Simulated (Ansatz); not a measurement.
# An inverse problem

Cell vectors (Å):

```
2.7646 0.0000 0.0000
0.0000 2.7646 0.0000
0.0000 0.0000 2.7646
```

| atom | a | b | c |
| --- | --- | --- | --- |
| Fe | 0.5000 | 0.5000 | 0.5000 |
| X | 0.0000 | 0.0000 | 0.0000 |

These are results of LDA, all-electron LAPW in Ansatz 0.2.0, scalar-relativistic, spin-polarised, not measurements. k mesh 16×16×16, strains of ±0.005, Fermi-Dirac smearing of 0.080 eV.

Elastic constants of a crystal by Kohn-Sham DFT: slopes of the stress over finite engineering strains of the given cell, Voigt indices, Cartesian axes as in the cell vectors.

```tsv
index	elastic (GPa)
11	312
12	210.6
44	154.3
```

Q: All X atoms are one element. Which one was computed?

A: Co; the crystal is FeCo (Pm-3m).

Known limits: a lower magnetic state may exist; responses of metals move with mesh and smearing.
